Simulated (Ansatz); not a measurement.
# GdN (rocksalt): how the settings move a single-point run

Aim: see which settings change the result for GdN (rocksalt), by how much, and at what cost.

Program: Ansatz 0.2.0. Level of theory: reference: DFT PBE, scalar-relativistic, plane waves, PAW. These are calculated values, not measurements.

3 further runs of the same task are left out: 2 that didn't finish, 1 set aside as unsound or not needed. Runs told in other sessions of the task aren't counted.

**1. The starting structure**

It takes space group Fm-3m (No. 225, cubic). The conventional cell has a = 4.986 Å, b = 4.986 Å, c = 4.986 Å, α = 90.00°, β = 90.00°, γ = 90.00°. Gd (site symmetry m-3m) is surrounded by 6 N at 2.49 Å. N (site symmetry m-3m) is surrounded by 6 Gd at 2.49 Å.

Coordinates:

```xyz
2
Lattice="0.0000 2.4928 2.4928 2.4928 0.0000 2.4928 2.4928 2.4928 0.0000" Properties=species:S:1:pos:R:3 pbc="T T T"
Gd    2.4928    2.4928    2.4928
N     0.0000    0.0000    0.0000
```

**2. Baseline**

input.yaml reads:

```yaml
crystal:
  lattice:
    - [0.0, 2.4927984091, 2.4927984091]
    - [2.4927984091, 0.0, 2.4927984091]
    - [2.4927984091, 2.4927984091, 0.0]
  atoms:
    - { symbol: Gd, position: [0.5, 0.5, 0.5], spin: 7.56 }
    - { symbol: "N", position: [0.0, 0.0, 0.0] }
basis:
  ecutwfc: 420
  ecutrho_ratio: 4
kpoints:
  mp_grid: { grid: [12, 12, 12] }
hamiltonian:
  xc: pbe
scf:
  occupations: { method: gaussian, width: 0.05 }
output:
  forces: true
  stress: true
  eigenvalues: true
  populations: true
magnetization:
  spin_polarized: true
```

Started as:

```sh
ansatz run input.yaml --threads 4 --pin off --max-ram 7168MiB --backend cpu --events-out ev --progress --plain --runs-dir out
```

**3. Changing settings: ecutwfc 400 eV, hubbard.sites [{species: Gd, l: f, u_eff: 2.0}], hubbard.double_counting amf, occupations.method cold, occupations.width 0.025**

input.yaml reads:

```yaml
crystal:
  lattice:
    - [0.0, 2.4927984091, 2.4927984091]
    - [2.4927984091, 0.0, 2.4927984091]
    - [2.4927984091, 2.4927984091, 0.0]
  atoms:
    - { symbol: Gd, position: [0.5, 0.5, 0.5], spin: 7.0 }
    - { symbol: "N", position: [0.0, 0.0, 0.0] }
basis:
  ecutwfc: "400 eV"
  ecutrho_ratio: 4
kpoints:
  mp_grid: { grid: [12, 12, 12] }
hamiltonian:
  xc: pbe
  hubbard: { sites: [{ species: Gd, l: f, u_eff: 2.0 }], double_counting: amf }
scf:
  occupations: { method: cold, width: 0.025 }
output:
  forces: true
  stress: true
  write_density: true
  write_potential: true
  elf: true
  volumetric_format: npy
magnetization:
  spin_polarized: true
```

**4. Variant: occupations.width 0.2, lower_state_search standard**

input.yaml reads:

```yaml
crystal:
  lattice:
    - [0.0, 2.4927984091, 2.4927984091]
    - [2.4927984091, 0.0, 2.4927984091]
    - [2.4927984091, 2.4927984091, 0.0]
  atoms:
    - { symbol: Gd, position: [0.5, 0.5, 0.5], spin: 7.0 }
    - { symbol: "N", position: [0.0, 0.0, 0.0] }
basis:
  ecutwfc: 420
  ecutrho_ratio: 4
kpoints:
  mp_grid: { grid: [12, 12, 12] }
hamiltonian:
  xc: pbe
scf:
  occupations: { method: gaussian, width: 0.2 }
  lower_state_search: standard
output:
  forces: true
  stress: true
magnetization:
  spin_polarized: true
```

**5. Changed: starting moments**

input.yaml, as its differences from that of step 2:

```diff
@@ -6,4 +6,4 @@
   atoms:
-    - { symbol: Gd, position: [0.5, 0.5, 0.5], spin: 7.56 }
-    - { symbol: "N", position: [0.0, 0.0, 0.0] }
+    - { symbol: Gd, position: [0.5, 0.5, 0.5], spin: 7.0 }
+    - { symbol: "N", position: [0.0, 0.0, 0.0], spin: 1.0 }
 basis:
@@ -20,4 +20,2 @@
   stress: true
-  eigenvalues: true
-  populations: true
 magnetization:
```

**Question.** What will these runs give? Wanted: for each run, ending; energy change; pressure; gap; abs. moment; force.

The runs gave:

| run | ending | energy change | pressure (GPa) | gap (eV) | abs. moment (μB) | force (eV/Å) | cycles | time |
| --- | --- | --- | --- | --- | --- | --- | --- | --- |
| reference | converged | 0 | -0.1 | 0.00 | 7.19 | 0.00 | 12 | 2.4 s |
| 1: ecutwfc 400 eV, hubbard.sites [{species: Gd, l: f, u_eff: 2.0}], hubbard.double_counting amf, occupations.method cold, occupations.width 0.025 | converged | +2.7 meV/atom (σ→0) (Hubbard term changed: no physical gain or loss) | -0.1 | 0.00 | 7.19 | 0.00 | 13 | 2.9 s |
| 2: occupations.width 0.2, lower_state_search standard | converged | 0.0 meV/atom (σ→0) | -0.2 | 0.00 | 7.19 | 0.00 | 11 | 1.9 s |
| 3: starting moments | converged | 0.0 meV/atom | -0.1 | 0.00 | 7.19 | 0.00 | 11 | 2.1 s |

Times don't compare one to one where runs were asked for different outputs or read a saved state (see the inputs); cycles may leave out searches for a lower state.

Residual by cycle in the longest SCF loop of each run; runs are numbered as in the table. The quantity is the density residual dr2, in eV.

```csv
cycle,reference,run 1,run 2,run 3
1,0.555,1.01,0.556,0.658
2,0.151,0.403,0.292,0.144
3,0.38,0.136,0.0469,0.28
4,0.00217,0.0139,0.00241,0.0666
5,0.00204,0.00361,9.0e-4,0.0188
6,9.2e-5,1.6e-4,4.7e-4,5.8e-4
8,6.0e-5,0.00159,5.9e-6,4.4e-6
9,4.9e-7,0.00469,1.4e-7,4.5e-7
10,1.9e-7,2.6e-5,1.2e-8,1.4e-8
11,4.6e-9,1.6e-5,1.3e-9,3.7e-9
12,2.0e-10,5.1e-8,-,-
13,-,1.4e-8,-,-
```

Of the converged runs whose energies compare with the reference's, none moves it noticeably. Run 1 ran under the cutoff that the potentials recommend, as the log warns, so basis error is mixed into its values. A changed U is a change of model: its shifts are not errors of convergence.
